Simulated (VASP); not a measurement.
Consider the following.

```
CoPt
1.0
    2.63732     0.00000     0.00000
    0.00000     2.63732     0.00000
    0.00000     0.00000     3.61894
Co Pt
1 1
Direct
  0.00000   0.00000   0.00000
  0.50000   0.50000   0.50000
```
Starting moments (μB, in the order of the record's atoms Co Pt): 1.7 0.4.

The numbers are results of LDA (Ceperley-Alder, Perdew-Zunger), VASP's LDA PAW potentials (set 64) (plane waves; VASP 6.6.1), not measurements. Run with 520 eV cut-off, Gaussian smearing of 0.050 eV, potentials Co Pt.

Question: Give the spin-up energies of bands 1 to 12 at the high-symmetry points, in eV from the Fermi level.

Answer: 
| band | Γ | X | M | Z | R | A |
|---|---|---|---|---|---|---|
| 1 | -10.24 | -6.70 | -7.54 | -8.38 | -7.12 | -6.80 |
| 2 | -6.83 | -5.31 | -6.07 | -6.41 | -6.96 | -5.36 |
| 3 | -6.77 | -4.89 | -6.07 | -5.96 | -3.83 | -5.36 |
| 4 | -3.43 | -4.39 | -5.87 | -3.47 | -3.74 | -3.87 |
| 5 | -3.43 | -3.22 | -0.81 | -2.93 | -3.38 | -3.28 |
| 6 | -2.82 | -3.03 | -0.75 | -2.26 | -2.65 | -3.28 |
| 7 | -1.78 | -2.91 | -0.19 | -2.26 | -0.82 | -1.75 |
| 8 | -1.45 | -2.10 | -0.17 | -2.14 | -0.63 | -1.73 |
| 9 | -0.28 | -1.81 | -0.17 | -1.99 | -0.58 | -0.80 |
| 10 | -0.10 | -1.65 | 0.89 | -1.99 | -0.53 | 0.89 |
| 11 | -0.10 | 0.47 | 1.73 | -1.38 | -0.21 | 7.39 |
| 12 | 2.35 | 2.55 | 1.73 | -0.73 | -0.14 | 7.39 |

Question: Give the spin-down energies of bands 1 to 12 at the high-symmetry points, in eV from the Fermi level.

Answer: 
| band | Γ | X | M | Z | R | A |
|---|---|---|---|---|---|---|
| 1 | -10.12 | -6.56 | -7.30 | -8.28 | -6.84 | -6.63 |
| 2 | -6.55 | -5.09 | -5.57 | -6.21 | -6.64 | -5.14 |
| 3 | -6.45 | -4.70 | -5.57 | -5.72 | -3.31 | -5.14 |
| 4 | -2.72 | -3.91 | -5.31 | -2.72 | -3.19 | -2.75 |
| 5 | -2.72 | -2.69 | 0.69 | -2.16 | -2.64 | -2.03 |
| 6 | -1.53 | -1.91 | 0.77 | -2.01 | -1.30 | -2.03 |
| 7 | -0.90 | -1.77 | 0.85 | -2.01 | -0.50 | -1.52 |
| 8 | -0.23 | -1.39 | 1.15 | -0.84 | -0.43 | -0.30 |
| 9 | 0.72 | -0.58 | 1.15 | -0.49 | 0.68 | 0.86 |
| 10 | 1.09 | -0.20 | 1.16 | -0.42 | 0.69 | 1.17 |
| 11 | 1.09 | 1.80 | 1.87 | -0.42 | 0.77 | 7.86 |
| 12 | 2.51 | 2.79 | 1.87 | 0.25 | 0.87 | 7.86 |

It has no gap at this level: it comes out as a metal or semimetal.

The compound is CoPt in the L1_0 structure. It was relaxed first, which changed the volume by -6 %.
